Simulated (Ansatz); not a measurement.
Convergence of Fe$_{3}$Co with the plane-wave cutoff

The calculation used Ansatz, DFT r2SCAN, scalar-relativistic, plane waves, PAW.

```
Fe Co
1.0
     4.02358    0.00000    0.00000
     0.00000    4.02358    0.00000
     0.00000    0.00000    2.82771
Fe Co
3 1
Direct
  0.50000 0.50000 0.00000
  0.50000 0.00000 0.50000
  0.00000 0.50000 0.50000
  0.00000 0.00000 0.00000
```

The Γ-centred k-mesh is 10×10×14, the occupation rule is Gaussian smearing, 0.1 eV and the list of starting moments (μB, in atom order) is 2.96 3.16 3.16 2.11. The check for lower electronic states after the SCF is asked for but not made and the valence charge of the PAW sets is Fe 16, Co 17.

The atoms are held and the plane-wave cutoff is swept. Energies are extrapolated to zero smearing and count from the reference run, 850 eV. The cell isn't necessarily relaxed at this level. Pressure is positive in compression and holds a correction for the finite cutoff (Pulay stress).

Times are rough; the reference took 2.9 min on 1 thread of Intel(R) Xeon(R) 6975P-C (Granite Rapids) (shared host), peak memory 1.5 GiB.

Q: Tried: 150, 200, 250, 300, 350, 380, 460, 500, 520, 600, 700, 850 eV. From which plane-wave cutoff on does the energy per atom stay within 100, 10 and 1 meV of the reference?

A: 350 for 100 meV, 460 for 10 meV, 700 for 1 meV. The reference itself isn't shown to be converged.

| cutoff (eV) | ΔE (meV/atom) | P (GPa) | cell moment (μB) | plane waves at Γ | wall time (s) |
| --- | --- | --- | --- | --- | --- |
| 150 | 85657 | -3.92 | 0.00 | 189 | 43 |
| 200 | 17675 | -18.06 | 9.99 | 299 | 59 |
| 250 | 3120 | 13.63 | 9.85 | 399 | 50 |
| 300 | 409 | 3.56 | 9.78 | 523 | 55 |
| 350 | 35.0 | 0.61 | 9.78 | 697 | 67 |
| 380 | 11.9 | 0.44 | 9.78 | 761 | 72 |
| 460 | 5.37 | 0.38 | 9.78 | 1021 | 83 |
| 500 | 3.08 | 0.37 | 9.78 | 1163 | 92 |
| 520 | 2.37 | 0.37 | 9.78 | 1243 | 92 |
| 600 | 1.35 | 0.38 | 9.78 | 1519 | 110 |
| 700 | 0.85 | 0.37 | 9.78 | 1917 | 140 |
| 850 | 0.00 | 0.36 | 9.78 | 2601 | 180 |

The check for lower electronic states wasn't made in the runs 150, 200, 250, 300, 350, 380, 460, 500, 520, 600, 700, 850. Moments started parallel; other magnetic orders weren't tried and can lie lower.

4 further runs of this set didn't finish or converge.